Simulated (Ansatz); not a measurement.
MoSe₂ (P6_3/mmc): PBEsol against LDA and r²SCAN

```
CELL_PARAMETERS angstrom
3.26940 0.00000 0.00000
-1.63470 2.83138 0.00000
0.00000 0.00000 13.12115
ATOMIC_POSITIONS crystal
Mo 0.33333 0.66667 0.25000
Mo 0.66667 0.33333 0.75000
Se 0.33333 0.66667 0.62316
Se 0.66667 0.33333 0.12316
Se 0.33333 0.66667 0.87684
Se 0.66667 0.33333 0.37684
```

This cell (20.24 Å³ an atom) was relaxed by PAW under PBEsol, and each functional gets its own cell relaxed so. Quantity: dielectric response and Born charges by linear response (direction means).

Runs: (1) PBEsol, PAW on Ansatz 0.2.0's default frozen-core files (fitted under PBE), scalar-relativistic; k mesh 6×6×2, fixed occupations, cutoff 420 eV. (2) LDA, PAW on Ansatz 0.2.0's default frozen-core files (fitted under PBE), scalar-relativistic; k mesh 6×6×2, fixed occupations, cutoff 420 eV. (3) r²SCAN, PAW on Ansatz 0.2.0's default frozen-core files (fitted under PBE), scalar-relativistic; k mesh 6×6×2, fixed occupations, cutoff 500 eV.

Under PBEsol: ε∞ = 13.42, largest |Z*| = 1.57 e, ε₀ = 13.8.

Q: Which way does LDA move the volume, and by how much?

A: a = 3.248, c = 12.742 Å, 19.41 Å³ an atom: 4.1 % smaller.

Q: What does LDA give for these quantities?

A: 

| quantity | PBEsol | LDA | change |
| --- | --- | --- | --- |
| ε∞ | 13.42 | 14.11 | +5 % |
| largest |Z*| | 1.57 e | 1.64 e | +4 % |
| ε₀ | 13.8 | 14.6 | +5 % |

Q: Which way does r²SCAN move the volume, and by how much?

A: a = 3.320, c = 13.639 Å, 21.70 Å³ an atom: 7.2 % larger.

Q: What does r²SCAN give for these quantities?

A: 

```json
{"quantity": "ε∞", "PBEsol": "13.42", "r²SCAN": "12.12", "change": "-10 %"}
{"quantity": "largest |Z*|", "PBEsol": "1.57 e", "r²SCAN": "1.28 e", "change": "-18 %"}
{"quantity": "ε₀", "PBEsol": "13.8", "r²SCAN": "12.4", "change": "-10 %"}
```

Caveats: frozen-core PAW files fitted under PBE, their cores solved anew for the functional of the run; no dispersion correction, so the spacing and stiffness between layers or molecules are poor; zone-boundary modes aren't tested; field response not resolved by the mesh.
